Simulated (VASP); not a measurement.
# MgO (R3m) in VASP: notebook

One crystal, MgO, is run at these levels: PBE; tasks: single point.

Everything below comes from runs of VASP 6.6.1. Logs are shortened: lines on timing, memory, paths and dates and some standing lists are left out, and cuts for length are marked.

**1. The cell of the first run**

It takes space group R3m (No. 160, trigonal). The conventional cell has a = 3.227 Å, b = 3.227 Å, c = 7.445 Å, α = 90.00°, β = 90.00°, γ = 120.00°. Mg (site symmetry 3m) has 4 O at 1.93 to 1.94 Å as nearest neighbours. O (site symmetry 3m) is surrounded by 4 Mg at 1.93 to 1.94 Å.

The cell was built by a generator and needn't be a form met in nature.

**2. Single point, PBE (shear_111 strain -5.8%)**

INCAR

```
PREC = Accurate
ENCUT = 520
EDIFF = 1E-7
ISMEAR = -1
SIGMA = 0.02
LREAL = F
LASPH = T
NELM = 60
ALGO = Fast
ISIF = 2
LWAVE = F
LCHARG = F
GGA = PE
NBANDS = 11
```

KPOINTS

```
regular mesh
0
Gamma
  10 10 10
```

POSCAR

```
MgO
1.0
   -0.0885418197      2.1934638427      2.1934638427
    2.1934638427     -0.0885418197      2.1934638427
    2.1934638427      2.1934638427     -0.0885418197
Mg O
1 1
Direct
   -0.0044690628     -0.0044690628     -0.0044690628
    0.2544690628      0.2544690628      0.2544690628
```

Potentials or basis: VASP PAW PBE potentials, release 64 (Mg, O).

Command:

```sh
$ cat potpaw_PBE.64/Mg/POTCAR potpaw_PBE.64/O/POTCAR > POTCAR
$ mpirun -np 1 vasp_std > vasp.out
```

OUTCAR:

```text
PREC = Accurate
   ENCUT = 520
   EDIFF = 1E-7
   ISMEAR = -1
   LREAL = F
   LASPH = T
   NELM = 60
   ISIF = 2
   GGA = PE

 ion  position               nearest neighbor table
   1  0.996  0.996  0.996-   2 1.93   2 1.94   2 1.94   2 1.94
   2  0.254  0.254  0.254-   1 1.93   1 1.94   1 1.94   1 1.94

  LATTYP: Found a trigonal (rhomboedric) cell.
 ALAT       =     3.1032896920
 COS(alpha) =     0.4592596252

  Lattice vectors:

 A1 = (  -0.0885418197,   2.1934638427,   2.1934638427)
 A2 = (   2.1934638427,  -0.0885418197,   2.1934638427)
 A3 = (   2.1934638427,   2.1934638427,  -0.0885418197)

Analysis of symmetry for initial positions (statically):
=====================================================================
 Subroutine PRICEL returns:
 Original cell was already a primitive cell.

 Routine SETGRP: Setting up the symmetry group for a
 trigonal (rhombohedral) supercell.

 Subroutine GETGRP returns: Found  6 space group operations
 (whereof  6 operations were pure point group operations)
 out of a pool of 12 trial point group operations.

The static configuration has the point symmetry C_3v.

Analysis of symmetry for dynamics (positions and initial velocities):
=====================================================================
 Subroutine PRICEL returns:
 Original cell was already a primitive cell.

 Routine SETGRP: Setting up the symmetry group for a
 trigonal (rhombohedral) supercell.

 Subroutine GETGRP returns: Found  6 space group operations
 (whereof  6 operations were pure point group operations)
 out of a pool of 12 trial point group operations.

The dynamic configuration has the point symmetry C_3v.

 Subroutine INISYM returns: Found  6 space group operations
 (whereof  6 operations are pure point group operations),
 and found     1 'primitive' translations

----------------------------------------------------------------------------------------

                                     Primitive cell

  volume of cell :      22.3841

  direct lattice vectors                    reciprocal lattice vectors
    -0.088541820  2.193463843  2.193463843    -0.214592182  0.223618826  0.223618826
     2.193463843 -0.088541820  2.193463843     0.223618826 -0.214592182  0.223618826
     2.193463843  2.193463843 -0.088541820     0.223618826  0.223618826 -0.214592182

  length of vectors
     3.103289692  3.103289692  3.103289692     0.382178705  0.382178705  0.382178705

  position of ions in fractional coordinates (direct lattice)
     0.995530937  0.995530937  0.995530937
     0.254469063  0.254469063  0.254469063

  ion indices of the primitive-cell ions
   primitive index   ion index
                 1           1
                 2           2

----------------------------------------------------------------------------------------

 KPOINTS: regular mesh

Automatic generation of k-mesh.
 Grid dimensions read from file:
 generate k-points for:   10   10   10

 Generating k-lattice:

  Cartesian coordinates                     Fractional coordinates (reciprocal lattice)
    -0.021459218  0.022361883  0.022361883     0.100000000  0.000000000  0.000000000
     0.022361883 -0.021459218  0.022361883     0.000000000  0.100000000  0.000000000
     0.022361883  0.022361883 -0.021459218     0.000000000  0.000000000  0.100000000

  Length of vectors
     0.038217871  0.038217871  0.038217871

  Shift w.r.t. Gamma in fractional coordinates (k-lattice)
     0.000000000  0.000000000  0.000000000

 Subroutine IBZKPT returns following result:
 ===========================================

 Found    116 irreducible k-points:

 Following reciprocal coordinates:
            Coordinates               Weight
  0.000000  0.000000  0.000000      1.000000
  0.100000  0.000000  0.000000      6.000000
  0.200000  0.000000  0.000000      6.000000
  0.300000  0.000000  0.000000      6.000000
  0.400000  0.000000  0.000000      6.000000
  0.500000  0.000000  0.000000      3.000000
[... 16 lines left out ...]
  0.300000  0.300000  0.000000      6.000000
  0.400000  0.300000  0.000000     12.000000
 [... further k-points ...]
   k-points           NKPTS =    116   k-points in BZ     NKDIM =    116   number of bands    NBANDS=     11
   number of dos      NEDOS =    301   number of ions     NIONS =      2
   total plane-waves  NPLWV =  13824
   dimension x,y,z NGX =    24 NGY =   24 NGZ =   24
   dimension x,y,z NGXF=    48 NGYF=   48 NGZF=   48
   ions per type =               1   1
   NGX,Y,Z   is equivalent  to a cutoff of  12.86, 12.86, 12.86 a.u.
   NGXF,Y,Z  is equivalent  to a cutoff of  25.71, 25.71, 25.71 a.u.
 SYSTEM =  unknown system
   PREC   = accura    normal or accurate (medium, high low for compatibility)
   ISTART =      0    job   : 0-new  1-cont  2-samecut
   ICHARG =      2    charge: 1-file 2-atom 10-const
   ISPIN  =      1    spin polarized calculation?
   LNONCOLLINEAR =      F non collinear calculations
   LSORBIT =      F    spin-orbit coupling
   LASPH  =      T    aspherical Exc in radial PAW
   ENCUT  =  520.0 eV  38.22 Ry    6.18 a.u.   5.77  5.77  5.77*2*pi/ulx,y,z
   NELM   =     60;   NELMIN=  2; NELMDL= -5     # of ELM steps
   EDIFF  = 0.1E-06   stopping-criterion for ELM
   LREAL  =      F    real-space projection
   EDIFFG = 0.1E-05   stopping-criterion for IOM
   NSW    =      0    number of steps for IOM
   IBRION =     -1    ionic relax: 0-MD 1-quasi-New 2-CG
   NFREE  =      0    steps in history (QN), initial steepest desc. (CG)
   ISIF   =      2    stress and relaxation
   ISYM   =      2    0-nonsym 1-usesym 2-fastsym
   POTIM  = 0.5000    time-step for ionic-motion
   TEBEG  =    0.0;   TEEND  =   0.0 temperature during run
   PSTRESS=    0.0 pullay stress
   NELECT =       8.0000    total number of electrons
   NUPDOWN=      -1.0000    fix difference up-down
   EMIN   =  10.00;   EMAX   =-10.00  energy-range for DOS
   EFERMI =   0.00;   METHOD = LEGACY
   ISMEAR =    -1;   SIGMA  =   0.02  broadening in eV -4-tet -1-fermi 0-gaus
   EFERMI_NEDOS =   21; number of points for ismear=-14 and -15
   IALGO  =     68    algorithm
   IMIX   =      4    mixing-type and parameters
     AMIX     =   0.40;   BMIX     =  1.00
     AMIX_MAG =   1.60;   BMIX_MAG =  1.00
  volume/ion in A,a.u.               =      11.19        75.53
  Fermi-wavevector in a.u.,A,eV,Ry     =   1.161784  2.195453 18.364341  1.349741
  Thomas-Fermi vector in A             =   2.298352
   LORBIT       =      0    0 simple, 1 ext, 2 COOP (PROOUT), +10 PAW based schemes
   GGA     = PE    functional components
   LHFCALC =     F    Hartree Fock is set to
   AEXX    =    0.0000 exact exchange contribution
   IVDW    =     0    specifies the selected vdW correction
   LEPSILON=     F    determine dielectric tensor
   LRPA    =     F    only Hartree local field effects (RPA)
 non-spin polarized calculation
 RMM-DIIS sequential band-by-band and
  energy-cutoff  :      520.00
  volume of cell :       22.38
 maximum number of plane-waves:       614
   NGX = 11   NGY = 11   NGZ = 11

 number of electron       8.0000001 magnetization

 Free energy of the ion-electron system (eV)
  ---------------------------------------------------
  ext. energy  EPLUGINS =         0.00000000
  ---------------------------------------------------
  free energy    TOTEN  =       -11.60106111 eV

  energy without entropy =      -11.60106111  energy(sigma->0) =      -11.60106111

 E-fermi :   1.7440     XC(G=0):  -9.9859

 val. band max:        1.3575754344   @ k =   0.0000   0.0000   0.0000
 cond. band min:       5.0729619073   @ k =   0.0000   0.0000   0.0000
 fundamental gap:      3.7153864728
 Fermi energy:         1.7439611417

 k-point     1 :       0.0000    0.0000    0.0000
  band No.  band energies     occupation
      1     -14.9581      2.00000
      2       1.0191      2.00000
      3       1.0191      2.00000
      4       1.3576      2.00000
      5       5.0730      0.00000
      6      18.0322      0.00000
      7      18.0322      0.00000
      8      19.7814      0.00000
      9      21.6160      0.00000
     10      21.6162      0.00000
     11      22.4038      0.00000

 k-point     2 :       0.1000    0.0000    0.0000
  band No.  band energies     occupation
      1     -14.8935      2.00000
      2       0.5640      2.00000
      3       1.0097      2.00000
      4       1.3079      2.00000
      5       5.6309      0.00000
      6      17.2697      0.00000
      7      18.0324      0.00000
      8      19.5207      0.00000
      9      20.4266      0.00000
     10      20.8242      0.00000
     11      21.8682      0.00000

 k-point     3 :       0.2000    0.0000    0.0000
  band No.  band energies     occupation
      1     -14.7194      2.00000
      2      -0.3785      2.00000
      3       0.9854      2.00000
      4       1.2426      2.00000
      5       6.8064      0.00000
      6      15.5804      0.00000
      7      17.5546      0.00000
      8      18.6375      0.00000
      9      20.1761      0.00000
     10      20.8839      0.00000
     11      21.6592      0.00000

 k-point     4 :       0.3000    0.0000    0.0000
  band No.  band energies     occupation
      1     -14.4933      2.00000
      2      -1.2823      2.00000
      3       0.9561      2.00000
      4       1.1732      2.00000
      5       8.1018      0.00000
      6      13.8088      0.00000
      7      16.7126      0.00000
      8      17.7414      0.00000
      9      21.0932      0.00000
     10      21.1198      0.00000
     11      22.4891      0.00000

 k-point     5 :       0.4000    0.0000    0.0000
  band No.  band energies     occupation
      1     -14.3004      2.00000
      2      -1.9099      2.00000
      3       0.9330      2.00000
      4       1.1194      2.00000
      5       9.3570      0.00000
      6      12.2315      0.00000
      7      16.1078      0.00000
      8      17.1695      0.00000
      9      21.4316      0.00000
     10      22.4070      0.00000
     11      23.8219      0.00000
[... 211 lines left out ...]
 k-point    21 :      -0.3000    0.2000    0.0000
  band No.  band energies     occupation
      1     -14.2421      2.00000
      2      -1.4315      2.00000
      3       0.1060      2.00000
      4       1.0503      2.00000
      5       9.4530      0.00000
      6      12.6232      0.00000
      7      15.1067      0.00000
      8      17.3025      0.00000
      9      21.7300      0.00000
     10      22.8709      0.00000
     11      24.8582      0.00000

 k-point    22 :      -0.2000    0.2000    0.0000
  band No.  band energies     occupation
      1     -14.4248      2.00000
      2      -1.0839      2.00000
      3       0.3678      2.00000
      4       1.1520      2.00000
      5       8.4918      0.00000
      6      13.9705      0.00000
      7      15.3390      0.00000
      8      17.6034      0.00000
      9      20.7154      0.00000
     10      22.9438      0.00000
     11      24.4993      0.00000

 k-point    23 :       0.3000    0.3000    0.0000
  band No.  band energies     occupation
      1     -14.3235      2.00000
      2      -1.0075      2.00000
      3       0.4521      2.00000
      4       0.7719      2.00000
      5       8.0018      0.00000
      6      13.4994      0.00000
      7      16.0832      0.00000
      8      17.8478      0.00000
      9      18.7820      0.00000
     10      24.6885      0.00000
     11      25.2677      0.00000

 k-point    24 :       0.4000    0.3000    0.0000
  band No.  band energies     occupation
      1     -14.1726      2.00000
      2      -1.2787      2.00000
      3       0.2683      2.00000
      4       0.7034      2.00000
      5       8.1987      0.00000
      6      13.0894      0.00000
      7      15.7059      0.00000
      8      18.2244      0.00000
      9      18.6357      0.00000
     10      25.1900      0.00000
     11      25.6037      0.00000

 [... further k-points ...]

------------------------ aborting loop because EDIFF is reached ----------------------------------------

  FORCE on cell =-STRESS in cart. coord.  units (eV):
  Direction    XX          YY          ZZ          XY          YZ          ZX
  --------------------------------------------------------------------------------------
  -------------------------------------------------------------------------------------
  Total        1.6727342      1.6727342      1.6727342      0.4121652      0.4121652      0.4121652
  in kB      119.7288148    119.7288148    119.7288148     29.5014266     29.5014266     29.5014266
  external PRESSURE =     119.7288148 kB  Pullay stress =       0.0000000 kB

 VOLUME and BASIS-vectors are now :
 -----------------------------------------------------------------------------
  energy-cutoff  :      520.00
  volume of cell :       22.38
      direct lattice vectors                 reciprocal lattice vectors
    -0.088541820  2.193463843  2.193463843    -0.214592182  0.223618826  0.223618826
     2.193463843 -0.088541820  2.193463843     0.223618826 -0.214592182  0.223618826
     2.193463843  2.193463843 -0.088541820     0.223618826  0.223618826 -0.214592182

 POSITION                                       TOTAL-FORCE (eV/Angst)
 -----------------------------------------------------------------------------------
      4.27918      4.27918      4.27918        -0.018243     -0.018243     -0.018243
      1.09381      1.09381      1.09381         0.018243      0.018243      0.018243
 -----------------------------------------------------------------------------------
    total drift:                               -0.000372     -0.000372     -0.000372

  FREE ENERGIE OF THE ION-ELECTRON SYSTEM (eV)
  ---------------------------------------------------
  free  energy   TOTEN  =       -11.6010611111 eV

  energy  without entropy=      -11.6010611111  energy(sigma->0) =      -11.60106111
```

Run time: 18 s. Hardware: 1 thread of Intel Xeon 6975P-C (Granite Rapids), shared host; peak memory 0.14 GiB.

Results:

```
Free energy            : -11.6011 eV
Pressure               : 12.0 GPa
Largest force          : 0.032 eV/Å
Band gap on the k mesh : 3.72 eV, direct
```

Forces on the atoms (eV/Å):
```
Mg  -0.018 -0.018 -0.018
O    0.018  0.018  0.018
```

Levels at points of the mesh, in eV from the valence-band top:
| k point | band 1 | band 2 | band 3 | band 4 | band 5 | band 6 | band 7 | band 8 | band 9 |
| --- | --- | --- | --- | --- | --- | --- | --- | --- | --- |
| (0.00, 0.00, 0.00) | -16.32 | -0.34 | -0.34 | 0.00 | 3.72 | 16.67 | 16.67 | 18.42 | 20.26 |
| (0.50, 0.00, 0.00) | -15.58 | -3.49 | -0.43 | -0.26 | 8.93 | 9.83 | 14.54 | 15.62 | 20.28 |
| (0.50, 0.50, 0.00) | -15.33 | -2.88 | -1.18 | -0.81 | 6.13 | 11.64 | 14.75 | 16.76 | 17.60 |
| (0.50, 0.50, 0.50) | -15.46 | -3.29 | -0.60 | -0.60 | 9.01 | 10.05 | 14.21 | 14.21 | 20.17 |

[end of part 1 of 2]
